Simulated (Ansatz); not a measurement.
MoS2:

```
Mo S
1.0
     1.58550    0.91539    6.11500
    -1.58550    0.91539    6.11500
     0.00000   -1.83078    6.11500
Mo S
1 2
Direct
  0.00000 0.00000 0.00000
  0.25000 0.25000 0.25000
  0.75000 0.75000 0.75000
```

Measurements of this composition are mostly on another form, of space group No. 194.

Base run:

```yaml
Program: Ansatz 0.2.0
Functional: LDA
Potentials_or_basis: Ansatz PAW
Cutoff: "420 eV (not typed: the program's choice for these potentials)"
k_mesh: 10 × 10 × 10
Occupations: fermi-dirac, width 0.05 eV
Spin: no spin polarisation
```

Its results: band gap on the k mesh none (metal or under the smearing width); pressure 0.1 GPa; largest force 0.576 eV/Å.

The run is repeated on the same cell with these changes: functional from LDA to r2SCAN; cutoff from 420 eV (not typed: the program's choice for these potentials) to 500 eV (not typed: the program's choice for these potentials). What comes out?

Band gap on the k mesh none (metal or under the smearing width); pressure 7.0 GPa; largest force 0.798 eV/Å.

Caveats: the cell's inner coordinates are idealised or old, which leaves forces on the atoms; the PAW data sets come from PBE, with cores solved anew for the run's functional, which leaves a small shift of forces and pressure.
